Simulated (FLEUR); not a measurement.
# Au (Fm-3m) in FLEUR: notebook

One crystal, Au, is run at these levels: Wu-Cohen GGA, LDA (Wigner correlation); tasks: band structure, equation of state.

Everything below comes from runs of FLEUR MaX-R8.1 (patched build s14). Logs are shortened: lines on timing, memory, paths and dates and some standing lists are left out, and cuts for length are marked.

**The experiment to reproduce.**

From “Exploring toroidal anvil profiles for larger sample volumes above 4 Mbar”, 2024, pmc:11102561, for a bulk crystal of Au: bulk modulus 167 GPa.

The results are compared with them further down.

## Step 1: The crystal as given

It takes space group Fm-3m (No. 225, cubic). Conventional cell: a = 4.070 Å, b = 4.070 Å, c = 4.070 Å, α = 90.00°, β = 90.00°, γ = 90.00°. Au (site symmetry m-3m) is surrounded by 12 Au at 2.88 Å.

## Step 2: Band structure, Wu-Cohen GGA, spin-orbit coupling, no magnetisation

inp.xml

```xml
<?xml version="1.0" encoding="UTF-8" standalone="no"?>
<fleurInput fleurInputVersion="0.39">
   <comment>
      Au                                                                                                  
   </comment>
   <calculationSetup>
      <cutoffs Kmax="3.8" Gmax="11.8" GmaxXC="11.8" numbands="all"/>
      <scfLoop itmax="60" minDistance="0.00001" maxIterBroyd="15" imix="Anderson" alpha="0.05" precondParam="0.0" spinf="2.0"/>
      <coreElectrons ctail="T" frcor="F" kcrel="0" coretail_lmax="0"/>
      <xcFunctional name="wc" relativisticCorrections="F"/>
      <magnetism jspins="1"/>
      <soc l_soc="T" theta="0.0" phi="0.0" spav="F"/>
      <expertModes spex="0" secvar="F"/>
      <geometryOptimization l_f="F" forcealpha="1.0" forcemix="BFGS" epsdisp="0.00001" epsforce="0.00001"/>
      <ldaU l_linMix="F" mixParam="0.05" spinf="1.0"/>
   </calculationSetup>
   <cell>
      <bzIntegration valenceElectrons="19.0" mode="hist" fermiSmearingEnergy="0.00183747">
         <kPointListSelection listName="default-1"/>
         <!-- k-points included here -->
         <xi:include xmlns:xi="http://www.w3.org/2001/XInclude" href="kpts.xml"> </xi:include>
      </bzIntegration>
      <!-- symmetry operations included here -->
      <xi:include xmlns:xi="http://www.w3.org/2001/XInclude" href="sym.xml"> </xi:include>
      <bulkLattice scale="1.0">
         <bravaisMatrix>
            <row-1>    0.0000000000000000     3.8455926635609998     3.8455926635609998</row-1>
            <row-2>    3.8455926635609998     0.0000000000000000     3.8455926635609998</row-2>
            <row-3>    3.8455926635609998     3.8455926635609998     0.0000000000000000</row-3>
         </bravaisMatrix>
      </bulkLattice>
   </cell>
   <atomSpecies>
      <species name="Gold (Au)" element="Au" atomicNumber="79">
         <mtSphere radius="2.52" gridPoints="833" logIncrement="0.016"/>
         <atomicCutoffs lmax="10" lnonsphr="8"/>
         <electronConfig flipSpins="F">
            <coreConfig>(1s1/2) (2s1/2) (2p1/2) (2p3/2) (3s1/2) (3p1/2) (3p3/2) (4s1/2) (3d3/2) (3d5/2) (4p1/2) (4p3/2) (4d3/2) (4d5/2) (4f5/2) (4f7/2)</coreConfig>
            <valenceConfig>(5s1/2) (5p1/2) (5p3/2) (6s1/2) (5d3/2) (5d5/2)</valenceConfig>
            <stateOccupation state="(6s1/2)" spinUp="0.500000" spinDown="0.500000"/>
         </electronConfig>
         <energyParameters s="6" p="6" d="5" f="5"/>
         <lo type="SCLO" l="0" n="5" eDeriv="0"/>
         <lo type="SCLO" l="1" n="5" eDeriv="0"/>
         <lo type="SCLO" l="1" n="5" eDeriv="1"/>
         <lo type="SCLO" l="2" n="5" eDeriv="2"/>
         <lo type="SCLO" l="3" n="5" eDeriv="2"/>
      </species>
   </atomSpecies>
   <atomGroups>
      <atomGroup species="Gold (Au)">
         <relPos label="                   1">.0000000000 .0000000000 .0000000000</relPos>
         <force calculate="T" relaxXYZ="TTT"/>
      </atomGroup>
   </atomGroups>
   <output dos="F" band="F" slice="F">
      <checks vchk="F" cdinf="F"/>
      <bandDOS minEnergy="-.5*Htr" maxEnergy="0.5*Htr" sigma="0.015" storeEVData="T"/>
      <vacuumDOS vacdos="F" integ="F" star="F" nstars="0" locx1="0.0" locy1="0.0" locx2="0.0" locy2="0.0" nstm="0" tworkf="0.0"/>
      <unfoldingBand unfoldBand="F" supercellX="1" supercellY="1" supercellZ="1"/>
      <plotting iplot="0" polar="F">
         <plot TwoD="T" vec1="  1.0  0.0  0.0" vec2="  0.0  1.0  0.0" vec3="  0.0  0.0  1.0" zero="  0.0  0.0  0.0" file="plot"/>
      </plotting>
      <chargeDensitySlicing numkpt="0" minEigenval="0.0" maxEigenval="0.0" nnne="0" pallst="F"/>
      <specialOutput eonly="F"/>
      <magneticCircularDichroism mcd="F" energyLo="-10.0" energyUp="0.0"/>
   </output>
  <!-- We include the file relax.xml here to enable relaxations (see documentation) -->
  <xi:include xmlns:xi="http://www.w3.org/2001/XInclude" href="relax.xml"> <xi:fallback/> </xi:include>
</fleurInput>
```

crystal.txt

```
Au
&input cartesian=F /
0.0000000000  2.0350000000  2.0350000000
2.0350000000  0.0000000000  2.0350000000
2.0350000000  2.0350000000  0.0000000000
1.8897261246
1.0 1.0 1.0

1
79 0.0000000000  0.0000000000  0.0000000000

&soc 0.0 0.0 /
&kpt div1=8 div2=8 div3=8 gamma=T /
```

inp.xml (bands)

```
<?xml version="1.0" encoding="UTF-8" standalone="no"?>
<fleurInput fleurInputVersion="0.39">
   <comment>
      Au                                                                                                  
   </comment>
   <calculationSetup>
      <cutoffs Kmax="3.8" Gmax="11.8" GmaxXC="11.8" numbands="all"/>
      <scfLoop itmax="60" minDistance="0.00001" maxIterBroyd="15" imix="Anderson" alpha="0.05" precondParam="0.0" spinf="2.0"/>
      <coreElectrons ctail="T" frcor="F" kcrel="0" coretail_lmax="0"/>
      <xcFunctional name="wc" relativisticCorrections="F"/>
      <magnetism jspins="1"/>
      <soc l_soc="T" theta="0.0" phi="0.0" spav="F"/>
      <expertModes spex="0" secvar="F"/>
      <geometryOptimization l_f="F" forcealpha="1.0" forcemix="BFGS" epsdisp="0.00001" epsforce="0.00001"/>
      <ldaU l_linMix="F" mixParam="0.05" spinf="1.0"/>
   </calculationSetup>
   <cell>
      <bzIntegration valenceElectrons="19.0" mode="hist" fermiSmearingEnergy="0.00183747">
         <kPointListSelection listName="path-1"/>
         <!-- k-points included here -->
         <xi:include xmlns:xi="http://www.w3.org/2001/XInclude" href="kpts.xml"> </xi:include>
      </bzIntegration>
      <!-- symmetry operations included here -->
      <xi:include xmlns:xi="http://www.w3.org/2001/XInclude" href="sym.xml"> </xi:include>
      <bulkLattice scale="1.0">
         <bravaisMatrix>
            <row-1>    0.0000000000000000     3.8455926635609998     3.8455926635609998</row-1>
            <row-2>    3.8455926635609998     0.0000000000000000     3.8455926635609998</row-2>
            <row-3>    3.8455926635609998     3.8455926635609998     0.0000000000000000</row-3>
         </bravaisMatrix>
      </bulkLattice>
   </cell>
   <atomSpecies>
      <species name="Gold (Au)" element="Au" atomicNumber="79">
         <mtSphere radius="2.52" gridPoints="833" logIncrement="0.016"/>
         <atomicCutoffs lmax="10" lnonsphr="8"/>
         <electronConfig flipSpins="F">
            <coreConfig>(1s1/2) (2s1/2) (2p1/2) (2p3/2) (3s1/2) (3p1/2) (3p3/2) (4s1/2) (3d3/2) (3d5/2) (4p1/2) (4p3/2) (4d3/2) (4d5/2) (4f5/2) (4f7/2)</coreConfig>
            <valenceConfig>(5s1/2) (5p1/2) (5p3/2) (6s1/2) (5d3/2) (5d5/2)</valenceConfig>
            <stateOccupation state="(6s1/2)" spinUp="0.500000" spinDown="0.500000"/>
         </electronConfig>
         <energyParameters s="6" p="6" d="5" f="5"/>
         <lo type="SCLO" l="0" n="5" eDeriv="0"/>
         <lo type="SCLO" l="1" n="5" eDeriv="0"/>
         <lo type="SCLO" l="1" n="5" eDeriv="1"/>
         <lo type="SCLO" l="2" n="5" eDeriv="2"/>
         <lo type="SCLO" l="3" n="5" eDeriv="2"/>
      </species>
   </atomSpecies>
   <atomGroups>
      <atomGroup species="Gold (Au)">
         <relPos label="                   1">.0000000000 .0000000000 .0000000000</relPos>
         <force calculate="T" relaxXYZ="TTT"/>
      </atomGroup>
   </atomGroups>
   <output dos="F" band="T" slice="F">
      <checks vchk="F" cdinf="F"/>
      <bandDOS minEnergy="-.5*Htr" maxEnergy="0.5*Htr" sigma="0.015" storeEVData="T"/>
      <vacuumDOS vacdos="F" integ="F" star="F" nstars="0" locx1="0.0" locy1="0.0" locx2="0.0" locy2="0.0" nstm="0" tworkf="0.0"/>
      <unfoldingBand unfoldBand="F" supercellX="1" supercellY="1" supercellZ="1"/>
      <plotting iplot="0" polar="F">
         <plot TwoD="T" vec1="  1.0  0.0  0.0" vec2="  0.0  1.0  0.0" vec3="  0.0  0.0  1.0" zero="  0.0  0.0  0.0" file="plot"/>
      </plotting>
      <chargeDensitySlicing numkpt="0" minEigenval="0.0" maxEigenval="0.0" nnne="0" pallst="F"/>
      <specialOutput eonly="F"/>
      <magneticCircularDichroism mcd="F" energyLo="-10.0" energyUp="0.0"/>
   </output>
  <!-- We include the file relax.xml here to enable relaxations (see documentation) -->
  <xi:include xmlns:xi="http://www.w3.org/2001/XInclude" href="relax.xml"> <xi:fallback/> </xi:include>
</fleurInput>
```

Potentials or basis: all-electron, FLAPW.

On the command line:

```sh
> inpgen -f crystal.txt -profile fastHighL
> # inp.xml edited to the form shown
> fleur
> fleur   # second run, on inp.xml (bands)
```

Log:

```text
Welcome to FLEUR        (www.flapw.de)
      MaX-Release 8.1          (www.max-centre.eu)

 ========== k-point set info ==========
 Selected k-point list: default-1
 k-point list type: mesh
 8 x 8 x 8
 Number of k points: 78

 ------------Calculation Setup---------------------------
 Number of OMP-threads    :            1
 Number of basis functions:          148
 Approximate size of matrices (H+S) per k-point:         0.000 GB
 --------------------------------------------------------
 Iteration:     1   Distance:      17.21277084 me/bohr^3
 Iteration:     2   Distance:      15.43310870 me/bohr^3
 Iteration:     3   Distance:       6.65323758 me/bohr^3
 Iteration:     4   Distance:       2.34452482 me/bohr^3
 Iteration:     5   Distance:       2.07491441 me/bohr^3
 Iteration:     6   Distance:       0.17622640 me/bohr^3
 Iteration:     7   Distance:       0.12892941 me/bohr^3
 Iteration:     8   Distance:       0.01630021 me/bohr^3
 Iteration:     9   Distance:       0.00157055 me/bohr^3
 Iteration:    10   Distance:       0.00126267 me/bohr^3
 Iteration:    11   Distance:       0.00003706 me/bohr^3
 Iteration:    12   Distance:       0.00007618 me/bohr^3
 Iteration:    13   Distance:       0.00000095 me/bohr^3

 ********************************************************************
 Run finished successfully
 Stop message:
   all done
 ********************************************************************
```

output (bands):

```text
Welcome to FLEUR        (www.flapw.de)
      MaX-Release 8.1          (www.max-centre.eu)

 ========== k-point set info ==========
 Selected k-point list: path-1
 k-point list type: path
 Number of k points: 60

 ------------Calculation Setup---------------------------
 Number of OMP-threads    :            1
 Number of basis functions:          148
 Approximate size of matrices (H+S) per k-point:         0.000 GB
 --------------------------------------------------------
 Fermi energy correction for metals:
 Fermi energy in bands.* files may not be consistent with last density.
 Please correct it manually (e.g. in band.gnu file).

 Note: Band structure data (together with different weights) is also stored in the banddos.hdf file.
       A convenient way of extracting and plotting the data from that file is by making use of the

 ********************************************************************
 Run finished successfully
 Stop message:
   Charge density postprocessing done.
 ********************************************************************
```

out.xml (last iteration):

```text
<iteration numberForCurrentRun="   13" overallNumber="   13">
         <energyParameters units="Htr">
            <atomicEP atomType="1" spin="1" branch="6s" branchLowest="-3.44" branchHighest="1.46" value="0.2615424310"/>
            <atomicEP atomType="1" spin="1" branch="6p" branchLowest="-1.63" branchHighest="2.38" value="0.4406805785"/>
            <atomicEP atomType="1" spin="1" branch="5d" branchLowest="-11.41" branchHighest="0.49" value="0.2991603961"/>
            <atomicEP atomType="1" spin="1" branch="5f" branchLowest="-2.45" branchHighest="2.54" value="0.7375401710"/>
            <loAtomicEP atomType="1" spin="1" branch="5s" branchLowest="-26.23" branchHighest="-3.44" value="-3.4441260111"/>
            <loAtomicEP atomType="1" spin="1" branch="5p" branchLowest="-19.49" branchHighest="-1.63" value="-1.6627580966"/>
            <loAtomicEP atomType="1" spin="1" branch="5p" branchLowest="-19.49" branchHighest="-1.63" value="-1.6627580966"/>
            <loAtomicEP atomType="1" spin="1" branch="5d" branchLowest="-11.41" branchHighest="0.49" value="0.2779176249"/>
            <loAtomicEP atomType="1" spin="1" branch="5f" branchLowest="-2.45" branchHighest="2.54" value="0.7375260692"/>
         </energyParameters>
         <eigenvalues>
            <eigenvaluesAt spin="1" ikpt="1" k_x="0.00000000" k_y="0.00000000" k_z="0.00000000">
                      -3.4445765760       -3.4445765760       -2.0228456258       -2.0228456258       -1.4824128913
                      -1.4824128913       -1.4824128909       -1.4824128909        0.0689731004        0.0689731004
                       0.2407614780        0.2407614780        0.2407614816        0.2407614816        0.2842471363
                       0.2842471363        0.3301149607        0.3301149607        0.3301149745        0.3301149745
                       0.9686203790        0.9686203790        1.0939793306        1.0939793306        1.1257770778
                       1.1257770778        1.1257770858        1.1257770858        1.3021824099        1.3021824099
                       1.4429590104        1.4429590104        1.4595716386        1.4595716386        1.4595716582
                       1.4595716582        1.4856612908        1.4856612908        1.5843624023        1.5843624023
                       1.5843624303        1.5843624303        1.8043884368        1.8043884368        1.8043885311
                       1.8043885311        2.0583503052        2.0583503052        2.0848193396        2.0848193396
                       2.0867015277        2.0867015277        2.0867015670        2.0867015670        2.7463874646
                       2.7463874646        2.7486159106        2.7486159106        2.7486159554        2.7486159554
            </eigenvaluesAt>
            <eigenvaluesAt spin="1" ikpt="2" k_x="0.00000000" k_y="0.00000000" k_z="0.12500000">
[... 45 lines left out ...]
         <valenceDensity>
            <mtCharges spin="1">
               <mtCharge atomType="1" total="17.5174296" s="2.5185607" p="6.3224263" d="8.6282157" f="0.0372498"/>
            </mtCharges>
            <spinDependentCharge spin="1" total="19.0000000" interstitial="1.4825704" mtSpheres="17.5174296"/>
            <totalCharge value="18.9999999999"/>
         </valenceDensity>
         <coreStates atomType="     1" atomicNumber=" 79" spin="1" kinEnergy="  21652.5190986022" eigValSum=" -11691.4191677096" lostElectrons=" 0.000150">
            <state n="1" l="0" j="0.5" energy="-2963.3316950314" weight="1.0000000000"/>
            <state n="2" l="0" j="0.5" energy="-521.9903414539" weight="1.0000000000"/>
            <state n="2" l="1" j="0.5" energy="-500.5230473910" weight="1.0000000000"/>
            <state n="2" l="1" j="1.5" energy="-433.0472948038" weight="2.0000000000"/>
            <state n="3" l="0" j="0.5" energy="-122.7865969582" weight="1.0000000000"/>
            <state n="3" l="1" j="0.5" energy="-113.1402004039" weight="1.0000000000"/>
[... 8 lines left out ...]
            <state n="4" l="3" j="2.5" energy="-2.5310944991" weight="3.0000000000"/>
            <state n="4" l="3" j="3.5" energy="-2.3909042663" weight="4.0000000000"/>
         </coreStates>
         <allElectronCharges>
            <spinDependentCharge spin="1" total="79.0000000" interstitial="1.4827174" mtSpheres="77.5172826"/>
            <totalCharge value="78.9999999962"/>
         </allElectronCharges>
         <totalEnergy                                    value="   -19046.7726682442" units="Htr">
            <sumOfEigenvalues                            value="   -11705.2385750052">
               <coreElectrons value="-11691.4191677096"/>
               <valenceElectrons value="-13.8194072957"/>
            </sumOfEigenvalues>
            <densityCoulombPotentialIntegral value="-33114.0012702530"/>
            <densityEffectivePotentialIntegral value="-33592.1167357997"/>
            <chargeDenXCDenIntegral value="-364.3077887423"/>
            <FockExchangeEnergyValence value="0.0000000000"/>
            <FockExchangeEnergyCore value="0.0000000000"/>
            <atomTypeDependentContributions atomType="1">
               <electronNucleiInteractionDifferentMTs value="23971.8575709569"/>
               <MadelungTerm value="-40.4848342129"/>
            </atomTypeDependentContributions>
            <tkbTimesEntropy value="0.0001832626"/>
            <freeEnergy value="-19046.7728515069"/>
            <extrapolationTo0K value="-19046.7727598755"/>
         </totalEnergy>
         <densityConvergence units="me/bohr^3">
            <chargeDensity spin="1" distance="0.0000009545"/>
         </densityConvergence>
      </iteration>
```

Run time: 32 s. Hardware: 1 thread of Intel Xeon 6975P-C (Granite Rapids), shared host; peak memory 0.08 GiB.

Results:

* Free energy: -518289.0928 eV
* Band gap along the path: none (metal or under the smearing width)
* Valence electrons inside the program's atomic spheres: Au 17.52 (radii Au 2.52 bohr)

Levels at the corners of the path, in eV from the Fermi level:
```tsv
point	band 15	band 16	band 17	band 18	band 19	band 20	band 21	band 22
Γ	-4.24	-4.24	-3.00	-3.00	-3.00	-3.00	14.38	14.38
X	-2.07	-2.07	-1.04	-1.04	0.82	0.82	5.80	5.80
W	-3.25	-3.25	-1.62	-1.62	4.65	4.65	5.73	5.73
K	-2.99	-2.99	-1.94	-1.94	3.73	3.73	4.65	4.65
Γ	-4.24	-4.24	-3.00	-3.00	-3.00	-3.00	14.38	14.38
L	-2.33	-2.33	-1.62	-1.62	-1.12	-1.12	3.11	3.11
U	-2.99	-2.99	-1.94	-1.94	3.73	3.73	4.65	4.65
W	-3.25	-3.25	-1.62	-1.62	4.65	4.65	5.73	5.73
L	-2.33	-2.33	-1.62	-1.62	-1.12	-1.12	3.11	3.11
K	-2.99	-2.99	-1.94	-1.94	3.73	3.73	4.65	4.65
U	-2.99	-2.99	-1.94	-1.94	3.73	3.73	4.65	4.65
X	-2.07	-2.07	-1.04	-1.04	0.82	0.82	5.80	5.80
```

Core levels (eV from the Fermi level):
| atom | levels |
| --- | --- |
| 1 Au | 1s1/2 -80648.3, 2s1/2 -14216.1, 2p1/2 -13631.9, 2p3/2 -11795.8, 3s1/2 -3353.2, 3p1/2 -3090.7, 3p3/2 -2685.5, 4s1/2 -725.9, 3d3/2 -2249.9, 3d5/2 -2162.8, 4p1/2 -613.9, 4p3/2 -516.7, 4d3/2 -333.7, 4d5/2 -315.6, 4f5/2 -80.9, 4f7/2 -77.0 |

(Part 1 of 3 ends here.)
